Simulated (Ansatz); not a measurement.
MnS (F-43m)

Computed with Ansatz (plane waves, PAW): LDA+U, U_eff = 5.0 eV (Dudarev form) on Mn d, fully localised double counting, collinear spin, scalar-relativistic, 420 eV, PAW set soft_2 (made for PBE), 6×6×6 mesh, Gaussian smearing of 0.05 eV.

```xyz
4
Lattice="0.0000 2.8000 2.8000 2.8000 0.0000 2.8000 5.6000 5.6000 0.0000" Properties=species:S:1:pos:R:3 pbc="T T T"
Mn    0.0000    0.0000    0.0000
S     4.2000    4.2000    4.2000
Mn    2.8000    2.8000    0.0000
S     7.0000    7.0000    4.2000
```

The structure is that of a cell as deposited in COD, unrelaxed. The cell shown is twice the primitive one, so that more magnetic patterns fit.

Cell and atoms stay fixed. Atoms count from 1 in the text and from 0 in parts of the program's output.

Two runs on this cell converged from different starts. The ends of their outputs, energies left out (λ are the eigenvalues of a shell's occupation matrix):

Run A:

```
Magnetization: 0.0000 μB (21.0000 up, 21.0000 down)
Absolute magnetization: 9.6986 μB (∫|ρ↑−ρ↓|, with the PAW one-centre terms)
Per-site moments (μB) at R_I (Å): [(4.30236, 1.00026), (-0.02534, 1.00026), (-4.30236, 1.00026), (0.02534, 1.00026)]
Fermi energy:    7.316606 eV
--- Forces (eV/Å), atoms counted from 1 ---
  atom   1  Mn     0.05939154     0.05939154    -0.05939154
  atom   2  S     -0.05939208    -0.05939208     0.05939208
  atom   3  Mn     0.05939154     0.05939154    -0.05939154
  atom   4  S     -0.05939208    -0.05939208     0.05939208
--- Stress (GPa, compression-positive) ---
       -0.591219      -0.545033       0.545033
       -0.545033      -0.591219       0.545033
        0.545033       0.545033      -0.591219
  P = ⅓ Tr σ = -0.5912 GPa (-5.912 kbar)
--- Löwdin populations: 4 sites ---
  site symbol       q [e]    m [muB]
     0     Mn     13.8700     4.7069
     1      S      6.9739    -0.0787
     2     Mn     13.8700    -4.7069
     3      S      6.9739     0.0787
--- Occupation matrices: 2 shells (run DFT+U table (all-electron-ortho-atomic); ε = 4.72e-4) ---
  Mn0 d_3D up     Tr n = 4.9667  λ = 0.990 0.992 0.992 0.996 0.996
  Mn0 d_3D dn     Tr n = 0.2885  λ = 0.027 0.027 0.075 0.075 0.084
  Mn2 d_3D up     Tr n = 0.2885  λ = 0.027 0.027 0.075 0.075 0.084
  Mn2 d_3D dn     Tr n = 4.9667  λ = 0.990 0.992 0.992 0.996 0.996
```

Run B:

```
Magnetization: 0.0000 μB (21.0000 up, 21.0000 down)
Absolute magnetization: 4.5583 μB (∫|ρ↑−ρ↓|, with the PAW one-centre terms)
Per-site moments (μB) at R_I (Å): [(0.89451, 1.00026), (0.00651, 1.00026), (-0.89451, 1.00026), (-0.00651, 1.00026)]
Fermi energy:    6.987848 eV
--- Forces (eV/Å), atoms counted from 1 ---
  atom   1  Mn     0.01032443     0.01043953     0.05030439
  atom   2  S     -0.01036931    -0.01046847    -0.05035729
  atom   3  Mn     0.01032443     0.01043953     0.05030439
  atom   4  S     -0.01036931    -0.01046847    -0.05035729
--- Stress (GPa, compression-positive) ---
       -5.947378       0.405622       0.125347
        0.405448      -5.943048       0.127955
        0.125075       0.127774      -6.184881
  P = ⅓ Tr σ = -6.0251 GPa (-60.251 kbar)
--- Löwdin populations: 4 sites ---
  site symbol       q [e]    m [muB]
     0     Mn     14.0304     0.9847
     1      S      6.8138     0.0179
     2     Mn     14.0304    -0.9847
     3      S      6.8138    -0.0179
--- Occupation matrices: 2 shells (run DFT+U table (all-electron-ortho-atomic); ε = 2.00e-2, under-converged) ---
  Mn0 d_3D up     Tr n = 3.1998  λ = 0.116 0.121 0.983 0.990 0.990
  Mn0 d_3D dn     Tr n = 2.2232  λ = 0.068 0.074 0.113 0.983 0.985
  Mn2 d_3D up     Tr n = 2.2232  λ = 0.068 0.074 0.113 0.983 0.985
  Mn2 d_3D dn     Tr n = 3.1998  λ = 0.116 0.121 0.983 0.990 0.990
```

Task: Which run lies higher in energy, by how much, and why?

Result: Run B, by 1499.3 meV/atom. Run B has 5 filled d spin orbitals, 1 more of one spin than of the other, a gap of 1.22 eV; run A has 5 d electrons in filled orbitals, 5 of them unpaired, the high-spin filling, a gap of 2.13 eV. Run B kept 1 symmetry operations, run A 6. Flag on run B: occupations loosely converged. On Mn1, N↑ − N↓ is 0.98 in size in run B against 4.68 in run A: with fewer parallel spins, run B lacks part of the exchange energy behind Hund's first rule. With J = 0 the Hubbard energy is (U/2) Σ λ(1 − λ), a penalty on fractional natural occupations. The sums Σ λ(1 − λ) over the cell's shells are 0.60 for run A and 1.02 for run B, which at U/2 = 2.50 eV give 1.51 and 2.55 eV per cell. Of the difference of 6.00 eV per cell, the Hubbard term gives 1.04 eV and all other terms 4.96 eV, so the Hubbard term itself makes little of it, though U shapes both states. The other terms are taken on each state's own density, so they aren't the result of a run without U.

Every start opposed the Mn moments, so their parallel order wasn't tried.

In the lower state the fixed cell carries forces up to 0.10 eV/Å; relaxing would change energies and could change the order of close states.

Run B started from: random orbitals: single harmonics, lower spin (3+2 electrons), moments Mn1 1.00; Mn3 -1.00 μB, occupations held for 12 iterations. Run A started from: typed shells with each spin channel wholly full or empty (5+0 electrons), moments Mn1 5.00; Mn3 -5.00 μB, occupations held for 12 iterations. At this level the cell was started in 6 ways. Run A holds the lowest state found for this cell, which doesn't make it the ground state. U is one value of a scan, not fitted to this compound, so the states needn't resemble the real material's. The program marks an occupation table as loosely converged. A gap on the mesh alone may shrink between mesh points.
